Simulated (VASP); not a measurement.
Wanted: the native input for a VASP 6.6.1 run.

| Quantity | Value |
| --- | --- |
| Task | single point |
| Functional | PBE |
| Potentials or basis | VASP PAW PBE potentials, release 64 (Rb_sv, Br) |
| Cutoff | 520 eV |
| k mesh | 6 × 6 × 6 |
| Occupations | fermi-dirac, width 0.02 eV |
| Spin | no spin polarisation |
| Dipole correction | no |
| Further INCAR settings | ALGO = Fast; EDIFF = 1e-07; NBANDS = 15 |

The structure of RbBr lies in POSCAR:

```
RbBr
1.0
    4.1929020877      0.0000000000      0.0000000000
    0.0000000000      4.1929020877      0.0000000000
    0.0000000000      0.0000000000      4.1929020877
Rb Br
1 1
Direct
    0.0000000000      0.0000000000      0.0000000000
    0.5000000000      0.5000000000      0.5000000000
```

The cell comes from a database or a generator and needn't be the stable form of this composition.

These files were run (other wordings do the same):

INCAR

```
PREC = Accurate
ENCUT = 520
EDIFF = 1E-7
ISMEAR = -1
SIGMA = 0.02
LREAL = F
LASPH = T
NELM = 100
ALGO = Fast
ISIF = 2
LWAVE = F
LCHARG = F
GGA = PE
NBANDS = 15
```

KPOINTS

```
regular mesh
0
Gamma
  6 6 6
```

Potentials or basis: VASP PAW PBE potentials, release 64 (Rb_sv, Br).

Launch:

```console
$ cat potpaw_PBE.64/Rb_sv/POTCAR potpaw_PBE.64/Br/POTCAR > POTCAR
$ mpirun -np 1 vasp_std > vasp.out
```

It gave:

The pressure is 0.1 GPa. The band gap on the k mesh is 3.92 eV, indirect (least direct gap 4.08 eV).

Run time: 11 s on 1 thread of Intel(R) Xeon(R) Platinum 8559C (Emerald Rapids) (shared host), peak memory 0.17 GiB.
